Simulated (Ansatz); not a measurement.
Ansatz input

```yaml
crystal:
  lattice:
    - [1.7471302121, 0.0, 0.0]
    - [-0.873565106, 1.5130591474, 0.0]
    - [0.0, 0.0, 10.7967936387]
  atoms:
    - { symbol: B, position: [0.3333333333, 0.6666666667, 0.25] }
    - { symbol: B, position: [0.6666666667, 0.3333333333, 0.75] }
hamiltonian:
  xc: rpbe
  pseudopotentials:
    kind: paw
    azcp:
      B: "pseudopotentials/B.paw.azcp"
basis:
  ecutwfc: 420
  fft_grid_basis: typed
kpoints:
  mp_grid: { grid: [23, 23, 4], shift: [0, 0, 0] }
magnetization:
  spin_polarized: false
scf:
  occupations: { method: fermi_dirac, width: 0.1 }
  lower_state_search: "off"
output:
  stress: true
```

Terminal output

```
Engine: ansatz 0.2.0, aarch64-unknown-linux-gnu
Pseudopotentials: kind: paw
Pseudopotential: B, paw, valence charge 3, recommended cutoff 420 eV (normal) 
Functional definition: RPBE
  parameter kappa = 0.804
  parameter beta = 0.06672455060314922
  exchange = rpbe_x(kappa = kappa, mu = beta*pi^2/3)
  correlation = pbe_c(beta = beta)
Crystal: 2 atoms, lattice volume = 28.541 Å³
Basis set: ecut = 420 eV, 535 PW (Γ)
Bands: 7, of which v1, the nominal top of the filled ones, is band 3 counted from 1 (2 counted from 0)
Symmetry: 24 space group operations
Space group: P63/mmc (ITA 194), of the structure as read, at distance tolerance 3.1e-5 Å
k-points: 168 of 2116
Non-local potential: B, projectors of the file, l = 0: 2, l = 1: 2, l = 2: 1
PAW form: soft (Blöchl's): semilocal exchange-correlation on the pseudo side does not see the compensation charge
PAW frozen core: B, regenerated for the run's functional, and the local potential with it (the file was generated under x = pbe(κ = 0.804, μ = 0.2195149727645171), c = pbe(β = 0.06672455060314922))
PAW one-centre angular grid: B, 110 points (default); XC on 64 Gauss nodes
Initial density: superposition of atomic densities (neutral atoms: chi_scale 0, normalization atom), corrected by the library's trained network
Initial wavefunctions: pseudopotential atomic-orbital guess
Functional: x = rpbe, c = pbe(β = 0.06672455060314922)
SCF iter   1: F=—  HF=-312.644067 eV  |F-HF|=—  |Δ(HF+E_count)|=         —  Δρ=1.68e-2  dr2=9.33e-2  ethr=1.77e-3  ⟨swp⟩=5.7  Hψ=9503  notcnv=0
SCF iter   2: F=—  HF=-312.618178 eV  |F-HF|=—  |Δ(HF+E_count)|=   2.59e-2  Δρ=4.06e-3  dr2=4.01e-3  ethr=1.56e-3  ⟨swp⟩=2.9  Hψ=3459  notcnv=0  defer=6
SCF iter   3: F=—  HF=-312.618885 eV  |F-HF|=—  |Δ(HF+E_count)|=   7.07e-4  Δρ=4.01e-4  dr2=6.63e-5  ethr=6.68e-5  ⟨swp⟩=2.4  Hψ=2187  notcnv=0  defer=6
SCF iter   4: F=—  HF=-312.618929 eV  |F-HF|=—  |Δ(HF+E_count)|=   4.39e-5  Δρ=7.73e-5  dr2=2.00e-6  ethr=1.11e-6  ⟨swp⟩=2.2  Hψ=1745  notcnv=0  defer=6
iter 5 did not close the SCF: its close was put off for the readings that it lacked (scf_convergence_deferred on its scf_iter line)
SCF iter   5: F=-312.618928 eV  HF=-312.618929 eV  |F-HF|=7.15e-7  |Δ(HF+E_count)|=   5.24e-7  Δρ=1.36e-5  dr2=7.09e-8  ethr=3.33e-8  ⟨swp⟩=2.3  Hψ=1690  notcnv=0  defer=6
SCF iter   6: F=-312.618928 eV  HF=-312.618928 eV  |F-HF|=7.85e-10  |Δ(HF+E_count)|=   6.02e-7  Δρ=1.27e-6  dr2=3.56e-10  ethr=1.18e-9  ⟨swp⟩=2.8  Hψ=4238  notcnv=0
SCF 1 converged in 6 iterations: F = -312.618928 eV  dr2 = 3.56e-10
SCF converged after 6 iterations
Free energy (F): -312.618928 eV
Harris-Foulkes:  -312.618928 eV  (|F-HF|=7.85e-10)
Internal energy: -312.599265 eV  (E = F + TS)
E sigma→0 (E₀):  -312.609096 eV
Entropy (-TS):   -0.019663 eV (-9.831 meV/atom)
Fermi energy:    3.864612 eV
--- Per-component energies (eV) ---
  E_band       = -27.675733
  E_kinetic    = 98.814265
  E_local      = -279.983962  (includes V_loc(G=0)·N_el)
  E_nonlocal   = 20.051933
  E_hartree    = 106.599429
  E_xc         = -63.483101
  E_vxc        = -75.087616  (∫ρ·V_xc dr)
  E_paw        = -159.182473  (= ΣΔE_a)
  E_vpaw       = -4.669459  (= ΣTr[D̂ρ^β])
  E_aug_tail   = -0.000005  (compensation charges beyond the density's cutoff)
  E_ewald      = -35.394202
  E_core_change = -0.021150  (= ΣΔE_core)
  E_smearing   = -0.019663  (= −TS)
  E_closure    = -0.000000  (closes the sum)
  Σ components = -312.618928   (vs F -312.618928, Δ=0.00e0)
--- Stress (GPa, compression-positive) ---
       -8.048701      -0.000000       0.000000
       -0.000000      -8.048701       0.000000
        0.000000       0.000000      -0.009701
  P = ⅓ Tr σ = -5.3690 GPa (-53.690 kbar)
```
